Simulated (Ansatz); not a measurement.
# AlGaN2: response to a stretch of c alone

The task here is to estimate one member of a computed series from the others.

Program: Ansatz 0.2.0. Level of theory: DFT r2SCAN, scalar-relativistic, plane waves, PAW. These are calculated values, not measurements.

2 further runs of the same task are left out: 2 set aside as unsound or not needed.

## The system as given

Symmetry: P-4m2, No. 115, tetragonal system. The conventional cell has a = 3.139 Å, b = 3.139 Å, c = 4.422 Å, α = 90.00°, β = 90.00°, γ = 90.00°. Around Al (site symmetry -4m2) lie 4 N at 1.89 Å. Around Ga (site symmetry -4m2) lie 4 N at 1.95 Å. N (site symmetry 2mm) has 2 Al at 1.89 Å and 2 Ga at 1.95 Å as nearest neighbours.

Coordinates:

```cif
data_structure
_symmetry_space_group_name_H-M 'P-4m2'
_symmetry_Int_Tables_number 115
_cell_length_a 3.1385
_cell_length_b 3.1385
_cell_length_c 4.4224
_cell_angle_alpha 90.000
_cell_angle_beta 90.000
_cell_angle_gamma 90.000
_cell_volume 43.56
loop_
_atom_site_label
_atom_site_type_symbol
_atom_site_symmetry_multiplicity
_atom_site_Wyckoff_symbol
_atom_site_fract_x
_atom_site_fract_y
_atom_site_fract_z
_atom_site_occupancy
Al1 Al 1 c 0.50000 0.50000 0.50000 1
Ga1 Ga 1 a 0.00000 0.00000 0.00000 1
N1 N 2 g 0.50000 0.00000 0.73908 1
```

It goes back to an entry of the Materials Project, which need not be the stable form.

This cell was relaxed beforehand with the same method: volume 10.89 Å³/atom, gap on the mesh 3.37 eV.

Set-up of the first run:

input.yaml reads:

```yaml
crystal:
  lattice:
    - [3.1385264203, 0.0, 0.0]
    - [0.0, 3.1385264203, 0.0]
    - [0.0, 0.0, 4.4223567285]
  atoms:
    - { symbol: Al, position: [0.5, 0.5, 0.5] }
    - { symbol: Ga, position: [0.0, 0.0, 0.0] }
    - { symbol: "N", position: [0.5, 0.0, 0.7390831711] }
    - { symbol: "N", position: [0.0, 0.5, 0.2609168289] }
basis:
  ecutwfc: 500
kpoints:
  mp_grid: { grid: [8, 8, 6] }
hamiltonian:
  xc: r2scan
scf:
  occupations: { method: gaussian, width: 0.02 }
output:
  forces: true
  stress: true
  eigenvalues: true
```

Started as:

```
$ ansatz run input.yaml --threads 1 --pin off --max-ram 2560MiB --backend cpu --events-out ev --progress --plain --runs-dir out
```

Among the steps run: Zero strain; Seeking the band edges; At -2.0 %; The gap over the whole zone at -2.0 %; The cell strained by +2.0 %; Seeking the band edges at +2.0 %; Strain -4.0 %; Seeking the band edges at -4.0 %; At +4.0 %; Band edges over the zone at +4.0 %; Strain -6.0 %; Band edges over the zone at -6.0 %; Strain +6.0 %; Seeking the band edges at +6.0 %.

One table of the session follows, with a row left open; its other results are not shown here.

| strain (%) | ΔE (meV/atom) | c (Å) |
| --- | --- | --- |
| -6.0 | 36.6 | 4.157 |
| -4.0 | 16.2 | 4.245 |
| -2.0 | 4.0 | 4.334 |
| +0.0 | 0.0 | 4.422 |
| +2.0 | ? | ? |
| +4.0 | 15.6 | 4.599 |
| +6.0 | 34.8 | 4.688 |

Estimate the missing values for strain (%) = +2.0.

Worked estimate for «ΔE (meV/atom)». A straight line through the neighbours (0.0, 0.0) and (4.0, 15.6) gives 0.0 + (15.6 − 0.0) × (2.0 − 0.0) / (4.0 − 0.0) = 7.8; a parabola fitted to 4 rows on both sides gives 3.9.

The run gave: ΔE (meV/atom): 3.9; c (Å): 4.511. In «ΔE (meV/atom)» the line misses by +3.9 and the parabola by 0.0.

ΔE is over the unstrained cell. Stress in GPa, positive in compression, on the Cartesian axes of the input. Gaps are Kohn-Sham gaps over the whole zone (d direct, i indirect).

Limits of these values: The gap runs from 3.90 eV at -6.0 % through 3.37 to 2.82 eV at +6.0 %, and changes between direct and indirect on the way. Warnings in the runs' records: stress scf threshold loose.
